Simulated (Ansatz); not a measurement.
MnS: equation of state with LDA

The system is MnS.

```
Mn S
1.0
     0.00000    2.47346    2.47346
     2.47346    0.00000    2.47346
     2.47346    2.47346    0.00000
Mn S
1 1
Direct
  0.00000 0.00000 0.00000
  0.75000 0.75000 0.75000
```

The cell is a database's computed one.

| Quantity | Value |
| --- | --- |
| Program | Ansatz 0.2.0 |
| Task | equation of state |
| Functional | LDA |
| Potentials or basis | all-electron LAPW, scalar-relativistic |
| Basis error allowed | 0.001 eV/atom |
| k mesh | 9 × 9 × 9 |
| Occupations | fermi-dirac, width 0.05 eV |
| Spin | collinear spin, ferromagnetic start |
| Starting moments | [4.0, 0.0] μB |

| Property | Result |
| --- | --- |
| Equilibrium volume | 14.43 Å³/atom |
| Bulk modulus | 163 GPa |
| Pressure derivative of the bulk modulus | 4.6 |

Energy against volume, from the lowest point:
```tsv
volume (Å³/atom)	energy (meV/atom)
14.225	1.23
14.527	0.00
14.830	5.02
15.133	15.57
15.435	31.05
15.738	50.92
16.041	74.71
```

All runs of the series together: 2.3 min on 2 threads of AMD EPYC 7R43 64-Core Processor (Zen 3) (shared host).

Caveat: the starting moments weren't kept.
